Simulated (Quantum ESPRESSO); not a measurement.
# FeO2 (R-3m) in Quantum ESPRESSO: band structure with PBEsol

Aim: the band structure of FeO2 with PBEsol.

Everything below comes from runs of Quantum ESPRESSO 7.5. Logs are shortened: lines on timing, memory, paths and dates and some standing lists are left out, and cuts for length are marked.

### 1 Starting point

Symmetry: R-3m, No. 166, trigonal system. Conventional cell: a = 2.992 Å, b = 2.992 Å, c = 14.763 Å, α = 90.00°, β = 90.00°, γ = 120.00°. Around Fe (site symmetry -3m) lie 6 O at 1.98 Å. Around O (site symmetry 3m) lie 3 Fe at 1.98 Å.

The cell comes from a database or a generator and needn't be the stable form of this composition.

### 2 Band structure, PBEsol, collinear spin, ferromagnetic start

Contents of pw.in:

```
&CONTROL
  calculation = 'scf'
  prefix = 'pwscf'
  outdir = './tmp'
  pseudo_dir = './pseudo'
  tprnfor = .true.
  tstress = .true.
  disk_io = 'low'
/
&SYSTEM
  ibrav = 0
  celldm(1) = 8
  nat = 3
  ntyp = 2
  ecutwfc = 56
  ecutrho = 448
  nbnd = 24
  occupations = 'smearing'
  smearing = 'fd'
  degauss = 0.00367493
  nspin = 2
  starting_magnetization(1) = 0.1875
  starting_magnetization(2) = 0
/
&ELECTRONS
  conv_thr = 6d-10
  electron_maxstep = 120
  mixing_beta = 0.3
/
ATOMIC_SPECIES
Fe    55.8450 fe_pbesol_v1.5.uspp.F.UPF
O     15.9990 o_pbesol_v1.2.uspp.F.UPF
CELL_PARAMETERS alat
  0.3533442776540   0.2040034138154   1.1624505003018
 -0.3533442776540   0.2040034138154   1.1624505003018
  0.0000000000000  -0.4080068276543   1.1624505003018
ATOMIC_POSITIONS crystal
Fe     0.5000000000    0.5000000000    0.5000000000
O      0.2320840000    0.2320840000    0.2320840000
O      0.7679160000    0.7679160000    0.7679160000
K_POINTS automatic
10 10 10 0 0 0
```

Contents of bands.in:

```
&CONTROL
  calculation = 'bands'
  prefix = 'pwscf'
  outdir = './tmp'
  pseudo_dir = './pseudo'
  disk_io = 'low'
  verbosity = 'high'
/
&SYSTEM
  ibrav = 0
  celldm(1) = 8
  nat = 3
  ntyp = 2
  ecutwfc = 56
  ecutrho = 448
  nbnd = 24
  occupations = 'smearing'
  smearing = 'fd'
  degauss = 0.00367493
  nspin = 2
  starting_magnetization(1) = 0.1875
  starting_magnetization(2) = 0
/
&ELECTRONS
  conv_thr = 1d-08
  electron_maxstep = 120
  mixing_beta = 0.3
  diago_full_acc = .true.
  startingwfc = 'random'
/
ATOMIC_SPECIES
Fe    55.8450 fe_pbesol_v1.5.uspp.F.UPF
O     15.9990 o_pbesol_v1.2.uspp.F.UPF
CELL_PARAMETERS alat
  0.3533442776540   0.2040034138154   1.1624505003018
 -0.3533442776540   0.2040034138154   1.1624505003018
  0.0000000000000  -0.4080068276543   1.1624505003018
ATOMIC_POSITIONS crystal
Fe     0.5000000000    0.5000000000    0.5000000000
O      0.2320840000    0.2320840000    0.2320840000
O      0.7679160000    0.7679160000    0.7679160000
K_POINTS crystal
60
 0.0000000000  0.0000000000  0.0000000000 1
 0.0625000000  0.0000000000  0.0000000000 1
 0.1250000000  0.0000000000  0.0000000000 1
 0.1875000000  0.0000000000  0.0000000000 1
 0.2500000000  0.0000000000  0.0000000000 1
 0.3125000000  0.0000000000  0.0000000000 1
 0.3750000000  0.0000000000  0.0000000000 1
 0.4375000000  0.0000000000  0.0000000000 1
 0.5000000000  0.0000000000  0.0000000000 1
 0.5000000000  0.0374397657 -0.0374397657 1
 0.5000000000  0.0748795313 -0.0748795313 1
 0.5000000000  0.1123192970 -0.1123192970 1
 0.5000000000  0.1497590626 -0.1497590626 1
 0.5000000000  0.1871988283 -0.1871988283 1
 0.8128011717  0.5000000000  0.1871988283 1
 0.7780454860  0.5000000000  0.2219545140 1
 0.7432898002  0.5000000000  0.2567101998 1
 0.7085341145  0.5000000000  0.2914658855 1
 0.6737784287  0.5000000000  0.3262215713 1
 0.6390227430  0.5000000000  0.3609772570 1
 0.6042670572  0.5000000000  0.3957329428 1
 0.5695113715  0.5000000000  0.4304886285 1
 0.5347556857  0.5000000000  0.4652443143 1
 0.5000000000  0.5000000000  0.5000000000 1
 0.3750000000  0.3750000000  0.3750000000 1
 0.2500000000  0.2500000000  0.2500000000 1
 0.1250000000  0.1250000000  0.1250000000 1
 0.0000000000  0.0000000000  0.0000000000 1
 0.0312363104  0.0000000000 -0.0312363104 1
 0.0624726208  0.0000000000 -0.0624726208 1
 0.0937089311  0.0000000000 -0.0937089311 1
 0.1249452415  0.0000000000 -0.1249452415 1
 0.1561815519  0.0000000000 -0.1561815519 1
 0.1874178623  0.0000000000 -0.1874178623 1
 0.2186541726  0.0000000000 -0.2186541726 1
 0.2498904830  0.0000000000 -0.2498904830 1
 0.2811267934  0.0000000000 -0.2811267934 1
 0.3123631038  0.0000000000 -0.3123631038 1
 0.3435994141  0.0000000000 -0.3435994141 1
 0.6564005859  0.3435994141  0.0000000000 1
 0.6251204687  0.3748795313  0.0000000000 1
 0.5938403515  0.4061596485  0.0000000000 1
 0.5625602343  0.4374397657  0.0000000000 1
 0.5312801172  0.4687198828  0.0000000000 1
 0.5000000000  0.5000000000  0.0000000000 1
 0.6564005859  0.6564005859  0.1871988283 1
 0.6407605273  0.6407605273  0.2184789454 1
 0.6251204687  0.6251204687  0.2497590626 1
 0.6094804101  0.6094804101  0.2810391798 1
 0.5938403515  0.5938403515  0.3123192970 1
 0.5782002929  0.5782002929  0.3435994141 1
 0.5625602343  0.5625602343  0.3748795313 1
 0.5469201758  0.5469201758  0.4061596485 1
 0.5312801172  0.5312801172  0.4374397657 1
 0.5156400586  0.5156400586  0.4687198828 1
 0.5000000000  0.5000000000  0.5000000000 1
 0.5000000000  0.0000000000  0.0000000000 1
 0.6042670572  0.1145331380  0.1145331380 1
 0.7085341145  0.2290662761  0.2290662761 1
 0.8128011717  0.3435994141  0.3435994141 1
```

Potentials or basis: GBRV 1.5 PBEsol.

On the command line:

```bash
OMP_NUM_THREADS=1 mpirun -n 2 pw.x -nk 2 -in pw.in > pw.out
OMP_NUM_THREADS=1 mpirun -n 2 pw.x -nk 2 -in bands.in > bands.out
```

pw.out:

```text
This program is part of the open-source Quantum ESPRESSO suite
     for quantum simulation of materials; please cite
         "P. Giannozzi et al., J. Phys.:Condens. Matter 21 395502 (2009);
         "P. Giannozzi et al., J. Phys.:Condens. Matter 29 465901 (2017);
         "P. Giannozzi et al., J. Chem. Phys. 152 154105 (2020);
     in publications or presentations arising from this work. More details at

     Message from routine setup:
     using ibrav=0 with symmetry is DISCOURAGED, use correct ibrav instead

     K-points division:     npool     =       2
     Subspace diagonalization in iterative solution of the eigenvalue problem:
     a serial algorithm will be used

     G-vector sticks info
     --------------------
     sticks:   dense  smooth     PW     G-vecs:    dense   smooth      PW
     Sum        1905     961    319                41175    14655    2815

     Using Slab Decomposition

     bravais-lattice index     =            0
     lattice parameter (alat)  =       8.0000  a.u.
     unit-cell volume          =     257.4134 (a.u.)^3
     number of atoms/cell      =            3
     number of atomic types    =            2
     number of electrons       =        28.00
     number of Kohn-Sham states=           24
     kinetic-energy cutoff     =      56.0000  Ry
     charge density cutoff     =     448.0000  Ry
     scf convergence threshold =      6.0E-10
     mixing beta               =       0.3000
     number of iterations used =            8  plain     mixing
     Exchange-correlation= SLA  PW   PSX  PSC
                           (   1   4  10   8   0   0   0)

     celldm(1)=   8.000000  celldm(2)=   0.000000  celldm(3)=   0.000000
     celldm(4)=   0.000000  celldm(5)=   0.000000  celldm(6)=   0.000000

     crystal axes: (cart. coord. in units of alat)
               a(1) = (   0.353344   0.204003   1.162451 )
               a(2) = (  -0.353344   0.204003   1.162451 )
               a(3) = (   0.000000  -0.408007   1.162451 )

     reciprocal axes: (cart. coord. in units 2 pi/alat)
               b(1) = (  1.415051  0.816980  0.286751 )
               b(2) = ( -1.415051  0.816980  0.286751 )
               b(3) = (  0.000000 -1.633960  0.286751 )

     PseudoPot. # 1 for Fe read from file:
     fe_pbesol_v1.5.uspp.F.UPF
     Pseudo is Ultrasoft + core correction, Zval = 16.0
     Generated by new atomic code, or converted to UPF format
     Using radial grid of  861 points,  6 beta functions with:
                l(1) =   0
                l(2) =   0
                l(3) =   1
                l(4) =   1
                l(5) =   2
                l(6) =   2
     Q(r) pseudized with  8 coefficients,  rinner =    1.000   1.000   1.000
                                                       1.000   1.000

     PseudoPot. # 2 for O  read from file:
     o_pbesol_v1.2.uspp.F.UPF
     Pseudo is Ultrasoft + core correction, Zval =  6.0
     Generated by new atomic code, or converted to UPF format
     Using radial grid of  737 points,  5 beta functions with:
                l(1) =   0
                l(2) =   0
                l(3) =   1
                l(4) =   1
                l(5) =   2
     Q(r) pseudized with  8 coefficients,  rinner =    0.900   0.900   0.900
                                                       0.900   0.900

     atomic species   valence    mass     pseudopotential
     Fe               16.00    55.84500     Fe( 1.00)
     O                 6.00    15.99900     O ( 1.00)

     Starting magnetic structure
     atomic species   magnetization
     Fe              0.188
     O               0.000

     12 Sym. Ops., with inversion, found

   Cartesian axes

     site n.     atom                  positions (alat units)
         1        Fe     tau(   1) = (   0.0000000  -0.0000000   1.7436758  )
         2        O      tau(   2) = (   0.0000000  -0.0000000   0.8093585  )
         3        O      tau(   3) = (   0.0000000  -0.0000000   2.6779930  )

     number of k points=   116  Fermi-Dirac smearing, width (Ry)=  0.0037

     Number of k-points >= 100: set verbosity='high' to print them.

     Dense  grid:    41175 G-vectors     FFT dimensions: (  72,  72,  72)

     Smooth grid:    14655 G-vectors     FFT dimensions: (  48,  48,  48)

     Check: negative core charge=   -0.000020
     Generating pointlists ...
     new r_m :   0.1928 (alat units)  1.5426 (a.u.) for type    1
     new r_m :   0.1928 (alat units)  1.5426 (a.u.) for type    2

     Initial potential from superposition of free atoms

     starting charge      27.0000, renormalised to      28.0000
     Starting wfcs are   21 randomized atomic wfcs +    3 random wfcs

     Self-consistent Calculation

     iteration #  1     ecut=    56.00 Ry     beta= 0.30
     Davidson diagonalization with overlap
     ethr =  1.00E-02,  avg # of iterations =  4.8

     total energy              =    -314.09368038 Ry
     estimated scf accuracy    <       1.49108564 Ry

     total magnetization       =     3.26 Bohr mag/cell
     absolute magnetization    =     3.27 Bohr mag/cell

     iteration #  2     ecut=    56.00 Ry     beta= 0.30
     Davidson diagonalization with overlap
     ethr =  5.33E-03,  avg # of iterations =  2.0

     total energy              =    -313.86137799 Ry
     estimated scf accuracy    <       7.80264201 Ry

     total magnetization       =     0.80 Bohr mag/cell
     absolute magnetization    =     0.81 Bohr mag/cell

     iteration #  3     ecut=    56.00 Ry     beta= 0.30
     Davidson diagonalization with overlap
     ethr =  5.33E-03,  avg # of iterations =  1.0

     total energy              =    -314.53712973 Ry
     estimated scf accuracy    <       0.23216632 Ry

     total magnetization       =     2.42 Bohr mag/cell
     absolute magnetization    =     2.59 Bohr mag/cell

     iteration #  4     ecut=    56.00 Ry     beta= 0.30
     Davidson diagonalization with overlap
     ethr =  8.29E-04,  avg # of iterations =  1.9

     total energy              =    -314.57629557 Ry
     estimated scf accuracy    <       0.08746326 Ry

     total magnetization       =     2.00 Bohr mag/cell
     absolute magnetization    =     2.20 Bohr mag/cell

     iteration #  5     ecut=    56.00 Ry     beta= 0.30
     Davidson diagonalization with overlap
     ethr =  3.12E-04,  avg # of iterations =  1.0

     total energy              =    -314.58204621 Ry
     estimated scf accuracy    <       0.00440321 Ry

     total magnetization       =     2.00 Bohr mag/cell
     absolute magnetization    =     2.24 Bohr mag/cell

     iteration #  6     ecut=    56.00 Ry     beta= 0.30
     Davidson diagonalization with overlap
     ethr =  1.57E-05,  avg # of iterations =  2.8

     total energy              =    -314.58140812 Ry
     estimated scf accuracy    <       0.00992065 Ry

     total magnetization       =     2.00 Bohr mag/cell
     absolute magnetization    =     2.22 Bohr mag/cell

     iteration #  7     ecut=    56.00 Ry     beta= 0.30
     Davidson diagonalization with overlap
     ethr =  1.57E-05,  avg # of iterations =  2.0

     total energy              =    -314.58343408 Ry
     estimated scf accuracy    <       0.00603921 Ry

     total magnetization       =     2.00 Bohr mag/cell
     absolute magnetization    =     2.15 Bohr mag/cell
[... 48 lines left out ...]
     total magnetization       =     2.00 Bohr mag/cell
     absolute magnetization    =     2.11 Bohr mag/cell

     iteration # 13     ecut=    56.00 Ry     beta= 0.30
     Davidson diagonalization with overlap
     ethr =  1.52E-09,  avg # of iterations =  1.3

     total energy              =    -314.58358016 Ry
     estimated scf accuracy    <       0.00000009 Ry

     total magnetization       =     2.00 Bohr mag/cell
     absolute magnetization    =     2.11 Bohr mag/cell

     iteration # 14     ecut=    56.00 Ry     beta= 0.30
     Davidson diagonalization with overlap
     ethr =  3.27E-10,  avg # of iterations =  2.0

     total energy              =    -314.58358029 Ry
     estimated scf accuracy    <       0.00000003 Ry

     total magnetization       =     2.00 Bohr mag/cell
     absolute magnetization    =     2.11 Bohr mag/cell

     iteration # 15     ecut=    56.00 Ry     beta= 0.30
     Davidson diagonalization with overlap
     ethr =  9.69E-11,  avg # of iterations =  1.1

     total energy              =    -314.58358033 Ry
     estimated scf accuracy    <          5.9E-09 Ry

     total magnetization       =     2.00 Bohr mag/cell
     absolute magnetization    =     2.11 Bohr mag/cell

     iteration # 16     ecut=    56.00 Ry     beta= 0.30
     Davidson diagonalization with overlap
     ethr =  2.10E-11,  avg # of iterations =  2.0

     total energy              =    -314.58358035 Ry
     estimated scf accuracy    <          1.2E-09 Ry

     total magnetization       =     2.00 Bohr mag/cell
     absolute magnetization    =     2.11 Bohr mag/cell

     iteration # 17     ecut=    56.00 Ry     beta= 0.30
     Davidson diagonalization with overlap
     ethr =  4.18E-12,  avg # of iterations =  2.0

     Magnetic moment per site  (integrated on atomic sphere of radius R)
     atom   1 (R=0.193)  charge= 13.0372  magn=  1.8134
     atom   2 (R=0.193)  charge=  5.2824  magn=  0.0054
     atom   3 (R=0.193)  charge=  5.2824  magn=  0.0054

     End of self-consistent calculation

     Number of k-points >= 100: set verbosity='high' to print the bands.

     the Fermi energy is     5.6564 ev

!    total energy              =    -314.58358037 Ry
     estimated scf accuracy    <          2.8E-10 Ry
     smearing contrib. (-TS)   =      -0.00276014 Ry
     internal energy E=F+TS    =    -314.58082023 Ry

     The total energy is F=E-TS. E is the sum of the following terms:
     one-electron contribution =    -262.42277024 Ry
     hartree contribution      =     140.31759393 Ry
     xc contribution           =     -42.76706276 Ry
     ewald contribution        =    -149.70858116 Ry

     total magnetization       =     2.00 Bohr mag/cell
     absolute magnetization    =     2.11 Bohr mag/cell

     convergence has been achieved in  17 iterations

     Forces acting on atoms (cartesian axes, Ry/au):

     atom    1 type  1   force =    -0.00000000    0.00000000    0.00000000
     atom    2 type  2   force =    -0.00000000    0.00000000   -0.06314527
     atom    3 type  2   force =     0.00000000   -0.00000000    0.06314527

     Total force =     0.089301     Total SCF correction =     0.000016

     Computing stress (Cartesian axis) and pressure

          total   stress  (Ry/bohr**3)                   (kbar)     P=     -242.24
  -0.00201892  -0.00000000   0.00000000         -296.99       -0.00        0.00
   0.00000000  -0.00201892  -0.00000000            0.00     -296.99       -0.00
  -0.00000000  -0.00000000  -0.00090237           -0.00       -0.00     -132.74

=------------------------------------------------------------------------------=
   JOB DONE.
=------------------------------------------------------------------------------=
```

Wall time 4.7 min (2 MPI ranks of Arm Neoverse V2, shared host); peak memory 0.52 GiB.

What came out:

```yaml
Free_energy: -4280.1277 eV
Pressure: -24.2 GPa
Largest_force: 1.624 eV/Å
Band_gap_on_the_k_mesh: none (metal or under the smearing width)
Net_moment: 2.00 μB per cell
Absolute_moment: 2.11 μB per cell
Site_moments: Fe +1.81; O +0.01 μB
Valence_electrons_inside_the_program's_atomic_spheres: Fe 13.04; O 5.28
```

Forces in eV/Å, atoms in the order of the input:
```
Fe   0.000  0.000  0.000
O    0.000  0.000 -1.624
O    0.000  0.000  1.624
```

Stress tensor (GPa, compression positive):
```
-29.70   0.00   0.00
  0.00 -29.70   0.00
  0.00   0.00 -13.27
```

Levels at the corners of the path, in eV from the Fermi level:
Spin up:
```tsv
point	band 13	band 14	band 15	band 16	band 17	band 18
Γ	-1.74	-1.48	-0.93	1.51	1.51	5.72
L	-2.34	-2.19	-1.63	0.69	1.40	10.89
B1	-2.39	-1.53	-1.35	0.76	0.86	12.19
B	-2.39	-1.53	-1.35	0.76	0.86	12.19
Z	-1.77	-1.77	-0.80	1.53	1.53	7.52
Γ	-1.74	-1.48	-0.93	1.51	1.51	5.72
X	-2.40	-1.48	-1.40	0.78	0.84	12.29
Q	-2.40	-1.48	-1.40	0.78	0.84	12.29
F	-2.21	-2.16	-1.70	0.86	1.45	10.03
P1	-2.26	-2.14	-1.65	0.78	1.43	10.29
Z	-1.77	-1.77	-0.80	1.53	1.53	7.52
L	-2.34	-2.19	-1.63	0.69	1.40	10.89
P	-2.26	-2.14	-1.65	0.78	1.43	10.29
```
Spin down:
| point | band 11 | band 12 | band 13 | band 14 | band 15 | band 16 |
| --- | --- | --- | --- | --- | --- | --- |
| Γ | -1.75 | -1.40 | -0.49 | -0.49 | 0.86 | 2.58 |
| L | -3.11 | -2.25 | -0.13 | -0.05 | 0.26 | 1.89 |
| B1 | -2.97 | -2.68 | -0.22 | 0.33 | 0.45 | 1.90 |
| B | -2.97 | -2.68 | -0.22 | 0.33 | 0.45 | 1.90 |
| Z | -1.78 | -1.78 | -0.49 | -0.49 | 0.89 | 2.59 |
| Γ | -1.75 | -1.40 | -0.49 | -0.49 | 0.86 | 2.58 |
| X | -2.98 | -2.77 | -0.23 | 0.37 | 0.43 | 1.91 |
| Q | -2.98 | -2.77 | -0.23 | 0.37 | 0.43 | 1.91 |
| F | -3.07 | -2.08 | -0.20 | -0.05 | 0.24 | 1.99 |
| P1 | -3.11 | -2.10 | -0.18 | -0.04 | 0.25 | 1.94 |
| Z | -1.78 | -1.78 | -0.49 | -0.49 | 0.89 | 2.59 |
| L | -3.11 | -2.25 | -0.13 | -0.05 | 0.26 | 1.89 |
| P | -3.11 | -2.10 | -0.18 | -0.04 | 0.25 | 1.94 |

Caveat: so large a pressure means that the cell lies far from this level's equilibrium, or that cutoff or potentials fall short; a cell with one magnetic atom can't hold antiferromagnetic order, which such compounds often take; semilocal functionals often make such compounds metallic where correlation or magnetic order opens a gap, which also shifts bond lengths; forces of over 1 eV/Å show positions far from the minimum, so gaps and moduli don't describe the material at rest.
